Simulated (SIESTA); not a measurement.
**BaTiO3 under changes of volume**

One of the cells (12.856 Å³/atom); the others are scaled copies at fixed shape and fractional positions:

```
Ba Ti O
1.0
     3.99980    0.00000    0.00000
     0.00000    3.99980    0.00000
     0.00000    0.00000    4.01800
Ba Ti O
1 1 3
Direct
  0.00000 0.00000 0.00000
  0.50000 0.50000 0.49000
  0.00000 0.50000 0.51700
  0.50000 0.00000 0.51700
  0.50000 0.50000 0.01900
```

| Quantity | Value |
| --- | --- |
| Program | SIESTA 5.4.2 |
| Functional | LDA |
| Potentials or basis | PseudoDojo 0.4 standard (LDA files) |
| Basis | DZP (energy shift 0.003 Ry; two zetas on semicore shells; d shell added on Ba) |
| Grid cutoff | 800 Ry |
| Energy shift | 0.003 Ry |
| k mesh | 5 × 5 × 5 |
| Occupations | fermi-dirac, width 0.05 eV |
| Spin | no spin polarisation |

```tsv
volume (Å³/atom)	energy over the lowest point (meV/atom)	pressure (GPa)	gap on the mesh (eV)	largest force (eV/Å)
12.085	5.11	5.4	1.93	0.134
12.342	0.00	1.1	1.89	0.107
12.599	1.49	-2.8	1.84	0.188
12.856	8.91	-6.3	1.80	0.316
13.113	?	?	?	?
13.371	39.00	-12.2	1.72	0.553
13.628	60.50	-14.6	1.68	0.649
```

**Question.** What does the run at 13.113 Å³/atom give?

**Answer.** Energy over the lowest point 21.60 meV/atom; pressure -9.4 GPa; gap on the mesh 1.76 eV; largest force 0.442 eV/Å.

Worked out: A Birch-Murnaghan fit of order 3 (a polynomial in V^(-2/3)) to the other rows has its minimum at 12.41 Å³/atom with B0 = V·E''(V) = 194 GPa and B' = 4.7 at fixed shape and positions, which overstates the stiffness. It gives 21.58 meV/atom at 13.113 Å³/atom, against the run's 21.60, and -dE/dV = -9.4 GPa, against -9.4. A straight line through the other rows of the gap, of slope -2.09 eV per unit of ln V, gives 1.76 eV, against the run's 1.76.

Energies are extrapolated to zero smearing.

Caveats: this set's barium file shifts pressures by up to 1 GPa against other sets; spin-orbit coupling is left out, which moves the levels of the heavy elements; an odd mesh through Γ misses points on the zone boundary, where band edges often lie; the basis of atomic orbitals isn't converged, which shifts pressures, moduli and gaps.
